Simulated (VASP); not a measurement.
# Zn (Im-3m) in VASP: a series of runs

One crystal, Zn, is run at these levels: LDA; tasks: single point.

All numbers are computed with VASP 6.6.1; they aren't measurements. Logs are shortened: lines on timing, memory, paths and dates and some standing lists are left out, and cuts for length are marked.

### Step 1. Starting point

Symmetry: Im-3m, No. 229, cubic system. The conventional cell has a = 3.138 Å, b = 3.138 Å, c = 3.138 Å, α = 90.00°, β = 90.00°, γ = 90.00°. Around Zn (site symmetry m-3m) lie 8 Zn at 2.72 Å.

This isn't the form of Zn at room conditions, which is hcp.

### Step 2. Single point, LDA

File INCAR:

```
SYSTEM = Zn
PREC = Low
ENCUT = 460
EDIFF = 1E-7
ISMEAR = -1
SIGMA = 0.15
LREAL = .False.
LASPH = .True.
NELM = 100
ALGO = Normal
ISIF = 2
LWAVE = .False.
LCHARG = .False.
NBANDS = 12
ADDGRID = .False.
```

File KPOINTS:

```
Automatic mesh
0
Gamma
  11 11 11
  0 0 0
```

File POSCAR:

```
Zn
1.0
   -1.5690370000      1.5690370000      1.5690370000
    1.5690370000     -1.5690370000      1.5690370000
    1.5690370000      1.5690370000     -1.5690370000
Zn
1
Direct
    0.0000000000      0.0000000000      0.0000000000
```

Potentials or basis: VASP PAW LDA potentials, release 64 (Zn).

On the command line:

```console
cat potpaw_LDA.64/Zn/POTCAR > POTCAR
mpirun -np 1 vasp_std > vasp.out
```

OUTCAR:

```text
SYSTEM = Zn
   PREC = Low
   ENCUT = 460
   EDIFF = 1E-7
   ISMEAR = -1
   LREAL = .False.
   LASPH = .True.
   NELM = 100
   ISIF = 2

 Found     56 irreducible k-points:

 Following reciprocal coordinates:
            Coordinates               Weight
  0.000000  0.000000  0.000000      1.000000
  0.090909  0.000000  0.000000     12.000000
  0.181818  0.000000  0.000000     12.000000
  0.272727  0.000000  0.000000     12.000000
  0.363636  0.000000  0.000000     12.000000
  0.454545  0.000000  0.000000     12.000000
   k-points           NKPTS =     56   k-points in BZ     NKDIM =     56   number of bands    NBANDS=     12
   number of dos      NEDOS =    301   number of ions     NIONS =      1
   total plane-waves  NPLWV =   2744
   dimension x,y,z NGX =    14 NGY =   14 NGZ =   14
   dimension x,y,z NGXF=    16 NGYF=   16 NGZF=   16
   ions per type =               1
   NGX,Y,Z   is equivalent  to a cutoff of   8.56,  8.56,  8.56 a.u.
   NGXF,Y,Z  is equivalent  to a cutoff of   9.79,  9.79,  9.79 a.u.
 SYSTEM =  Zn
   PREC   = low       normal or accurate (medium, high low for compatibility)
   ISTART =      0    job   : 0-new  1-cont  2-samecut
   ICHARG =      2    charge: 1-file 2-atom 10-const
   ISPIN  =      1    spin polarized calculation?
   LNONCOLLINEAR =      F non collinear calculations
   LSORBIT =      F    spin-orbit coupling
   LASPH  =      T    aspherical Exc in radial PAW
   ENCUT  =  460.0 eV  33.81 Ry    5.81 a.u.   4.75  4.75  4.75*2*pi/ulx,y,z
   NELM   =    100;   NELMIN=  2; NELMDL= -5     # of ELM steps
   EDIFF  = 0.1E-06   stopping-criterion for ELM
   LREAL  =      F    real-space projection
   EDIFFG = 0.1E-05   stopping-criterion for IOM
   NSW    =      0    number of steps for IOM
   IBRION =     -1    ionic relax: 0-MD 1-quasi-New 2-CG
   NFREE  =      0    steps in history (QN), initial steepest desc. (CG)
   ISIF   =      2    stress and relaxation
   ISYM   =      2    0-nonsym 1-usesym 2-fastsym
   POTIM  = 0.5000    time-step for ionic-motion
   TEBEG  =    0.0;   TEEND  =   0.0 temperature during run
   PSTRESS=    0.0 pullay stress
   NELECT =      12.0000    total number of electrons
   NUPDOWN=      -1.0000    fix difference up-down
   EMIN   =  10.00;   EMAX   =-10.00  energy-range for DOS
   EFERMI =   0.00;   METHOD = LEGACY
   ISMEAR =    -1;   SIGMA  =   0.15  broadening in eV -4-tet -1-fermi 0-gaus
   EFERMI_NEDOS =   21; number of points for ismear=-14 and -15
   IALGO  =     38    algorithm
   IMIX   =      4    mixing-type and parameters
     AMIX     =   0.40;   BMIX     =  1.00
     AMIX_MAG =   1.60;   BMIX_MAG =  1.00
  volume/ion in A,a.u.               =      15.45       104.27
  Fermi-wavevector in a.u.,A,eV,Ry     =   1.504811  2.843681 30.809811  2.264457
  Thomas-Fermi vector in A             =   2.615742
   LORBIT       =      0    0 simple, 1 ext, 2 COOP (PROOUT), +10 PAW based schemes
   GGA     = CA    functional components
   LHFCALC =     F    Hartree Fock is set to
   AEXX    =    0.0000 exact exchange contribution
   IVDW    =     0    specifies the selected vdW correction
   LEPSILON=     F    determine dielectric tensor
   LRPA    =     F    only Hartree local field effects (RPA)
 non-spin polarized calculation
  energy-cutoff  :      460.00
  volume of cell :       15.45
 maximum number of plane-waves:       370
   NGX =  9   NGY =  9   NGZ =  9

 number of electron      11.9997631 magnetization

 Free energy of the ion-electron system (eV)
  ---------------------------------------------------
  ext. energy  EPLUGINS =         0.00000000
  ---------------------------------------------------
  free energy    TOTEN  =        -1.73647839 eV

  energy without entropy =       -1.71233536  energy(sigma->0) =       -1.72440687

 E-fermi :   2.7875     XC(G=0): -11.8173

 val. band max:        2.7278500093   @ k =   0.4545   0.0000   0.0000
 cond. band min:       2.9437992316   @ k =  -0.4545   0.4545   0.0909
 fundamental gap:      0.2159492223
 Fermi energy:         2.7875171977

 k-point     1 :       0.0000    0.0000    0.0000
  band No.  band energies     occupation
      1      -7.4884      2.00000
      2      -4.9884      2.00000
      3      -4.9884      2.00000
      4      -4.9884      2.00000
      5      -4.4851      2.00000
      6      -4.4851      2.00000
      7      21.5722      0.00000
      8      21.5723      0.00000
      9      21.5723      0.00000
     10      23.6936      0.00000
     11      23.6936      0.00000
     12      23.6936      0.00000

 k-point     2 :       0.0909    0.0000    0.0000
  band No.  band energies     occupation
      1      -7.2291      2.00000
      2      -5.0122      2.00000
      3      -4.9818      2.00000
      4      -4.9276      2.00000
      5      -4.5067      2.00000
      6      -4.4836      2.00000
      7      18.5928      0.00000
      8      20.0374      0.00000
      9      20.6019      0.00000
     10      22.1443      0.00000
     11      22.1536      0.00000
     12      23.3973      0.00000

 k-point     3 :       0.1818    0.0000    0.0000
  band No.  band energies     occupation
      1      -6.4983      2.00000
      2      -5.0760      2.00000
      3      -4.9349      2.00000
      4      -4.7605      2.00000
      5      -4.5444      2.00000
      6      -4.4789      2.00000
      7      14.0724      0.00000
      8      17.8731      0.00000
      9      18.7864      0.00000
     10      20.5530      0.00000
     11      21.1179      0.00000
     12      24.0991      0.00000

 k-point     4 :       0.2727    0.0000    0.0000
  band No.  band energies     occupation
      1      -5.7177      2.00000
      2      -5.1591      2.00000
      3      -4.5591      2.00000
      4      -4.5318      2.00000
      5      -4.4708      2.00000
      6      -4.4459      2.00000
      7       9.8246      0.00000
      8      16.0510      0.00000
      9      17.2209      0.00000
     10      19.3737      0.00000
     11      20.3358      0.00000
     12      25.4936      0.00000

 k-point     5 :       0.3636    0.0000    0.0000
  band No.  band energies     occupation
      1      -5.5786      2.00000
      2      -5.2349      2.00000
      3      -4.5353      2.00000
      4      -4.4615      2.00000
      5      -4.3105      2.00000
      6      -2.8260      2.00000
      7       6.0002      0.00000
      8      14.7475      0.00000
      9      16.1254      0.00000
     10      18.6064      0.00000
     11      19.8350      0.00000
     12      27.4177      0.00000

 k-point     6 :       0.4545    0.0000    0.0000
  band No.  band energies     occupation
      1      -5.6083      2.00000
      2      -5.2798      2.00000
      3      -4.5160      2.00000
      4      -4.4551      2.00000
      5      -4.1732      2.00000
      6      -0.5766      2.00000
      7       2.7279      1.19631
      8      14.0653      0.00000
      9      15.5645      0.00000
     10      18.2295      0.00000
     11      19.5965      0.00000
     12      29.6649      0.00000

 [... further k-points ...]

------------------------ aborting loop because EDIFF is reached ----------------------------------------

  FORCE on cell =-STRESS in cart. coord.  units (eV):
  Direction    XX          YY          ZZ          XY          YZ          ZX
  --------------------------------------------------------------------------------------
  -------------------------------------------------------------------------------------
  Total       -0.8524840     -0.8524840     -0.8524840      0.0000000     -0.0000000      0.0000000
  in kB      -88.3969499    -88.3969499    -88.3969499      0.0000000     -0.0000000      0.0000000
  external PRESSURE =     -88.3969499 kB  Pullay stress =       0.0000000 kB

 VOLUME and BASIS-vectors are now :
 -----------------------------------------------------------------------------
  energy-cutoff  :      460.00
  volume of cell :       15.45
      direct lattice vectors                 reciprocal lattice vectors
    -1.569037000  1.569037000  1.569037000     0.000000000  0.318666800  0.318666800
     1.569037000 -1.569037000  1.569037000     0.318666800  0.000000000  0.318666800
     1.569037000  1.569037000 -1.569037000     0.318666800  0.318666800  0.000000000

 POSITION                                       TOTAL-FORCE (eV/Angst)
 -----------------------------------------------------------------------------------
      0.00000      0.00000      0.00000         0.000000      0.000000      0.000000
 -----------------------------------------------------------------------------------
    total drift:                                0.000000     -0.000000     -0.000000

  FREE ENERGIE OF THE ION-ELECTRON SYSTEM (eV)
  ---------------------------------------------------
  free  energy   TOTEN  =        -1.7364783857 eV

  energy  without entropy=       -1.7123353581  energy(sigma->0) =       -1.72440687
```

OSZICAR:

```text
N       E                     dE             d eps       ncg     rms          rms(c)
DAV:   1     0.401836534952E+02    0.40184E+02   -0.62543E+03  1388   0.145E+03
DAV:   2    -0.679107628404E+00   -0.40863E+02   -0.38378E+02  1384   0.205E+02
DAV:   3    -0.184943204667E+01   -0.11703E+01   -0.11688E+01  1604   0.353E+01
DAV:   4    -0.185202475756E+01   -0.25927E-02   -0.25926E-02  1436   0.165E+00
DAV:   5    -0.185202688890E+01   -0.21313E-05   -0.21315E-05  1568   0.456E-02    0.272E+00
DAV:   6    -0.174844286318E+01    0.10358E+00   -0.51767E-01  1488   0.145E+01    0.209E+00
DAV:   7    -0.174022884892E+01    0.82140E-02   -0.11432E-02  1496   0.211E+00    0.104E+00
DAV:   8    -0.173648529853E+01    0.37436E-02   -0.15992E-03  1632   0.501E-01    0.281E-02
DAV:   9    -0.173647813730E+01    0.71612E-05   -0.74970E-05  2016   0.125E-01    0.195E-02
DAV:  10    -0.173647838552E+01   -0.24821E-06   -0.49169E-06  1428   0.356E-02    0.952E-04
DAV:  11    -0.173647838568E+01   -0.16030E-09   -0.42220E-08  1012   0.343E-03
   1 F= -.17364784E+01 E0= -.17244069E+01  d E =-.241430E-01
```

stdout:

```text
POSCAR found type information on POSCAR Zn
 POSCAR found :  1 types and       1 ions
 scaLAPACK will be used
 LDA part: xc-table for (Slater(with rela. corr.)+CA(PZ))
 , standard interpolation
 POSCAR, INCAR and KPOINTS ok, starting setup
 FFT: planning ... GRIDC
 FFT: planning ... GRID_SOFT
 FFT: planning ... GRID
 WAVECAR not read
 entering main loop
 the old and the new charge density differ
 old charge density:    12.00000 new   11.99977
    0.272E+00
```

Run time: 2.3 s. Hardware: 1 thread of Intel Xeon Platinum 8488C (Sapphire Rapids), shared host; peak memory 0.1 GiB.

The run converged, but some of its settings lie outside the range that counts as converged, so its numbers aren't taken as properties of the crystal.

What came out:

```yaml
Free_energy: -1.7365 eV
Pressure: -8.8 GPa
Band_gap_on_the_k_mesh: none (metal or under the smearing width)
```

### Step 3. Single point, LDA

Edit INCAR of step 2 so:

```diff
@@ -1,3 +1,3 @@
 SYSTEM = Zn
-PREC = Low
+PREC = Normal
 ENCUT = 460
```

KPOINTS is that of step 2.

POSCAR is that of step 2.

Potentials or basis: VASP PAW LDA potentials, release 64 (Zn).

On the command line:

```console
cat potpaw_LDA.64/Zn/POTCAR > POTCAR
mpirun -np 1 vasp_std > vasp.out
```

OUTCAR:

```text
SYSTEM = Zn
   PREC = Normal
   ENCUT = 460
   EDIFF = 1E-7
   ISMEAR = -1
   LREAL = .False.
   LASPH = .True.
   NELM = 100
   ISIF = 2

 Found     56 irreducible k-points:

 Following reciprocal coordinates:
            Coordinates               Weight
  0.000000  0.000000  0.000000      1.000000
  0.090909  0.000000  0.000000     12.000000
  0.181818  0.000000  0.000000     12.000000
  0.272727  0.000000  0.000000     12.000000
  0.363636  0.000000  0.000000     12.000000
  0.454545  0.000000  0.000000     12.000000
   k-points           NKPTS =     56   k-points in BZ     NKDIM =     56   number of bands    NBANDS=     12
   number of dos      NEDOS =    301   number of ions     NIONS =      1
   total plane-waves  NPLWV =   2744
   dimension x,y,z NGX =    14 NGY =   14 NGZ =   14
   dimension x,y,z NGXF=    28 NGYF=   28 NGZF=   28
   ions per type =               1
   NGX,Y,Z   is equivalent  to a cutoff of   8.56,  8.56,  8.56 a.u.
   NGXF,Y,Z  is equivalent  to a cutoff of  17.13, 17.13, 17.13 a.u.
 SYSTEM =  Zn
   PREC   = normal    normal or accurate (medium, high low for compatibility)
   ISTART =      0    job   : 0-new  1-cont  2-samecut
   ICHARG =      2    charge: 1-file 2-atom 10-const
   ISPIN  =      1    spin polarized calculation?
   LNONCOLLINEAR =      F non collinear calculations
   LSORBIT =      F    spin-orbit coupling
   LASPH  =      T    aspherical Exc in radial PAW
[... 65 lines left out ...]
      7      21.5722      0.00000
      8      21.5722      0.00000
      9      21.5722      0.00000
     10      23.6934      0.00000
     11      23.6934      0.00000
     12      23.6934      0.00000
[... 61 lines left out ...]
 k-point     6 :       0.4545    0.0000    0.0000
  band No.  band energies     occupation
      1      -5.6085      2.00000
      2      -5.2801      2.00000
      3      -4.5161      2.00000
      4      -4.4552      2.00000
      5      -4.1736      2.00000
      6      -0.5768      2.00000
      7       2.7277      1.19629
      8      14.0652      0.00000
      9      15.5643      0.00000
     10      18.2293      0.00000
     11      19.5963      0.00000
     12      29.6647      0.00000

 [... further k-points ...]

------------------------ aborting loop because EDIFF is reached ----------------------------------------

  FORCE on cell =-STRESS in cart. coord.  units (eV):
  Direction    XX          YY          ZZ          XY          YZ          ZX
  --------------------------------------------------------------------------------------
  -------------------------------------------------------------------------------------
  Total       -0.8239221     -0.8239221     -0.8239221      0.0000000      0.0000000     -0.0000000
  in kB      -85.4352688    -85.4352688    -85.4352688      0.0000000      0.0000000     -0.0000000
  external PRESSURE =     -85.4352688 kB  Pullay stress =       0.0000000 kB

 VOLUME and BASIS-vectors are now :
 -----------------------------------------------------------------------------
  energy-cutoff  :      460.00
  volume of cell :       15.45
      direct lattice vectors                 reciprocal lattice vectors
    -1.569037000  1.569037000  1.569037000     0.000000000  0.318666800  0.318666800
     1.569037000 -1.569037000  1.569037000     0.318666800  0.000000000  0.318666800
     1.569037000  1.569037000 -1.569037000     0.318666800  0.318666800  0.000000000

 POSITION                                       TOTAL-FORCE (eV/Angst)
 -----------------------------------------------------------------------------------
      0.00000      0.00000      0.00000        -0.000000      0.000000      0.000000
 -----------------------------------------------------------------------------------
    total drift:                               -0.000000     -0.000000     -0.000000

  FREE ENERGIE OF THE ION-ELECTRON SYSTEM (eV)
  ---------------------------------------------------
  free  energy   TOTEN  =        -1.7406816013 eV

  energy  without entropy=       -1.7165398678  energy(sigma->0) =       -1.72861073
```

stdout:

```text
POSCAR found type information on POSCAR Zn
 POSCAR found :  1 types and       1 ions
 scaLAPACK will be used
 LDA part: xc-table for (Slater(with rela. corr.)+CA(PZ))
 , standard interpolation
 POSCAR, INCAR and KPOINTS ok, starting setup
 FFT: planning ... GRIDC
 FFT: planning ... GRID_SOFT
 FFT: planning ... GRID
 WAVECAR not read
 entering main loop
```

Run time: 2.2 s. Hardware: 1 thread of Intel Xeon Platinum 8488C (Sapphire Rapids), shared host; peak memory 0.11 GiB.

The run converged, but some of its settings lie outside the range that counts as converged, so its numbers aren't taken as properties of the crystal.

Results:

| Property | Result |
| --- | --- |
| Free energy | -1.7407 eV |
| Pressure | -8.5 GPa |
| Band gap on the k mesh | none (metal or under the smearing width) |

(Continued in part 2 of 2.)
